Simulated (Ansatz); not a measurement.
A (001) slab of relaxed bulk KBr (Fm-3m, 37.61 Å³/atom, gap on the mesh 4.32 eV), 3 planes in a 4×1 cell with the lowest 1 held; added atoms sit on lattice sites of the next plane. A dipole correction is on. The surface energy is the mean of the held and the free face; step energies are per length and the mean of the stripe's two steps, which run along the shortest translation of the plane; step and island energies count from the flat slab and bulk atoms.

All numbers below come from DFT PBE, scalar-relativistic, plane waves, PAW (Ansatz).

Cutoff 420 eV, Gaussian smearing of 0.05 eV, energies at zero smearing, symmetry of each start kept, no spin polarisation.

```json
{"start": "flat slab", "atoms": "24", "k mesh": "2×6×1", "surface energy (J/m²)": "0.10", "gap on the mesh (eV)": "4.31", "step energy (meV/Å)": "-"}
{"start": "stripe of 4 atoms", "atoms": "28", "k mesh": "2×6×1", "surface energy (J/m²)": "-", "gap on the mesh (eV)": "2.50", "step energy (meV/Å)": "100"}
```

Cost: 2 runs of about 48 core-minutes in all, on Arm Neoverse V1 (shared hosts).